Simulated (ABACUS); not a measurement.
ZnS:

```
Zn S
1.0
     3.82121    0.00000    0.00000
     1.91060    3.30926    0.00000
     1.91060    1.10309    3.12000
Zn S
1 1
Cartesian
  5.7318 3.3093 2.3400
  0.0000 0.0000 0.0000
```

| Quantity | Value |
| --- | --- |
| Program | ABACUS 3.10.1 |
| Task | relaxation of cell and atoms |
| Functional | rPW86PBE |
| Potentials or basis | SG15 ONCV 1.2 PBE |
| Cutoff | 1143 eV |
| Density cutoff | 4572 eV |
| Basis | plane waves |
| k mesh | 7 × 7 × 7 |
| Occupations | fermi-dirac, width 0.05 eV |
| Spin | no spin polarisation |

At the start: pressure 3.7 GPa; volume 19.73 Å³/atom.

Problem. Where does the relaxation end?

Solution. Over 3 steps the energy falls by 11.6 meV/atom and the volume is 20.76 Å³/atom (+5.2 %); space group F-43m (No. 216, to 0.05 Å).

Step by step:
| step | energy change (eV) | largest force (eV/Å) | pressure (GPa) | volume (Å³) |
| --- | --- | --- | --- | --- |
| 1 | 0.0000 | 0.0000 | 3.67 | 39.45 |
| 2 | -0.0208 | 0.0000 | -1.12 | 42.22 |
| 3 | -0.0231 | 0.0000 | -0.07 | 41.52 |

Final structure:
```xyz
2
Lattice="3.8869 0.0000 0.0000 1.9434 3.3661 0.0000 1.9434 1.1220 3.1736" Properties=species:S:1:pos:R:3 pbc="T T T"
Zn    5.8303    3.3661    2.3802
S     0.0000    0.0000    0.0000
```

Caveat: the potentials were made for another functional, which shifts forces and pressure.
